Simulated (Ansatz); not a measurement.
**Ionic part of the dielectric constant of AlAs at 18 GPa, mode by mode**

All numbers below come from DFT PBEsol, scalar-relativistic, plane waves, PAW (Ansatz 0.2.0). Plane waves to 420 eV; Γ-centred k mesh 10×10×10; fixed occupations. No spin polarisation. Phonons by linear response, acoustic sum rule imposed.

The structure is cubic, space group F-43m (No. 216). Conventional cell: a = 5.356 Å, b = 5.356 Å, c = 5.356 Å, α = 90.00°, β = 90.00°, γ = 90.00°. Around Al (site symmetry -43m) lie 4 As at 2.32 Å. Around As (site symmetry -43m) lie 4 Al at 2.32 Å.

The primitive cell has V = 38.41 Å³ and ε∞,yy = 8.935. Each polar mode adds Δε = (4.92064×10⁷/V)·S/ν² along y, with S its oscillator strength in e²/amu, ν in cm⁻¹ and V in Å³.

Task: From these modes, find each Δε and ε0,yy.
```tsv
ν (cm⁻¹)	S_yy (e²/amu)
429.9	0.2107
```

Result:
```json
{"ν (cm⁻¹)": "429.9", "Δε": "1.46"}
```

The sum is 1.461, so ε0,yy = 10.40; the run's tensor has 10.40.

Task: Where do the longitudinal modes lie for a wave vector along y?

Result: At 464 cm⁻¹. The Lyddane–Sachs–Teller product Π(ν_LO/ν_TO)² = 1.16 matches ε0/ε∞ = 1.16.

Cost: 1 run of about 1.1 core-minutes, on AMD EPYC 7R43 (Zen 3) (shared hosts).

The static dielectric response of compressed AlAs is mainly electronic: ε∞ is 8.935, and the lattice adds only 1.46. This fits a largely covalent tetrahedral bond, in which a moderate dynamical charge works against a stiff restoring force. The light Al atom helps to place the transverse mode at 429.9 cm⁻¹, but it does not account for the small ionic term, because the mass cancels between oscillator strength and squared frequency. Cubic symmetry makes the result isotropic. With a single polar branch, the Lyddane–Sachs–Teller agreement confirms internal consistency, not accuracy.

Semilocal functionals usually underestimate the band gap, so ε∞ is probably somewhat too large. That would overscreen the macroscopic field and make the longitudinal–transverse splitting too small, without directly changing the ionic contribution. Zincblende AlAs is known to give way to a NiAs-type phase under strong compression, so these values probably describe a metastable structure; a real polar mode at the zone centre does not establish its stability.
